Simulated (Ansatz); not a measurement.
**LiI (rock salt): generalised stacking-fault energy along a line**

Generalised stacking fault of LiI (rock salt) on the {100} plane. The cell below holds the perfect crystal with the plane normal along z; tilting its third vector by the shift puts one fault into each cell, between planes 3.01 Å apart, at fixed cell height.

```
CELL_PARAMETERS angstrom
      4.25550     0.00000     0.00000
      0.00000     4.25550     0.00000
      2.12775     2.12775     9.02728
ATOMIC_POSITIONS crystal
  I  0.00000 0.00000 0.83333
  I  0.33333 0.33333 0.16667
  I  0.66667 0.66667 0.50000
  Li 0.50000 0.50000 0.83333
  Li 0.83333 0.83333 0.16667
  Li 0.16667 0.16667 0.50000
```

In-plane vectors a = (4.256, 0.000) Å, b = (0.000, 4.256) Å, area 18.11 Å². The shift is s times the vector a + b (length 6.018 Å), so s = 1 restores the start. Atoms relax along the normal only. γ = [E(shift) − E(0)] / area.

Method: r2SCAN (plane waves to 500 eV, PAW, scalar-relativistic; Ansatz, an electronic-structure program). k mesh 7×7×7 (Γ-centred), Fermi-Dirac smearing 0.05 eV. E is the zero-smearing estimate. Stress and pressure are positive under compression. Faults lie only 9.0 Å apart, and holding the cell height raises γ above its relaxed value. LiI was relaxed with its symmetry unable to fall. Spin-orbit coupling is left out, though I is heavy. γ is measured from zero shift.

```json
[
 {"shift (Å)": "0.000", "γ (mJ/m²)": "0", "σ normal to the fault (GPa)": "0.0"},
 {"shift (Å)": "0.501", "γ (mJ/m²)": "54", "σ normal to the fault (GPa)": "0.2"},
 {"shift (Å)": "1.003", "γ (mJ/m²)": "198", "σ normal to the fault (GPa)": "1.6"},
 {"shift (Å)": "1.505", "γ (mJ/m²)": "367", "σ normal to the fault (GPa)": "3.6"},
 {"shift (Å)": "2.006", "γ (mJ/m²)": "517", "σ normal to the fault (GPa)": "5.3"},
 {"shift (Å)": "2.508", "γ (mJ/m²)": "619", "σ normal to the fault (GPa)": "6.6"},
 {"shift (Å)": "3.009", "γ (mJ/m²)": "656", "σ normal to the fault (GPa)": "7.0"},
 {"shift (Å)": "3.511", "γ (mJ/m²)": "619", "σ normal to the fault (GPa)": "6.6"},
 {"shift (Å)": "4.012", "γ (mJ/m²)": "517", "σ normal to the fault (GPa)": "5.3"},
 {"shift (Å)": "4.514", "γ (mJ/m²)": "367", "σ normal to the fault (GPa)": "3.6"},
 {"shift (Å)": "5.015", "γ (mJ/m²)": "198", "σ normal to the fault (GPa)": "1.6"},
 {"shift (Å)": "5.517", "γ (mJ/m²)": "54", "σ normal to the fault (GPa)": "0.2"}
]
```

Derived quantities:

Highest computed γ on the line: 656 mJ/m²
Position of the highest point: s = 0.500
Local minima between the ends: no computed point is one
Steepest slope dγ/d(shift) before the first maximum (spline): 3.4 GPa

(The slope of γ gives the shear force per area between the displaced halves; near zero shift its curvature is an elastic stiffness.)
